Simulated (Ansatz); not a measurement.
A crystal in the simple cubic structure was computed with PBE in Ansatz (plane waves, PAW datasets (generated soft set 1); cutoff 420 eV), no spin polarisation, no spin–orbit coupling, Fermi–Dirac smearing of 0.061 eV, k-spacing 0.06 Å⁻¹. It has a₀ = 2.449 Å and B₀ = 137 GPa.

**Question.** Which is it?
A. V
B. Al
C. K
D. Mg
E. S

**Answer.** A. The five: V 2.449 Å, 137 GPa; Al 2.722 Å, 57 GPa; K 4.297 Å, 2.8 GPa; Mg 3.022 Å, 23 GPa; S 2.582 Å, 84 GPa.

Model structures, not the usual forms at ambient conditions (metastable or hypothetical): V, Al, K, Mg, S.
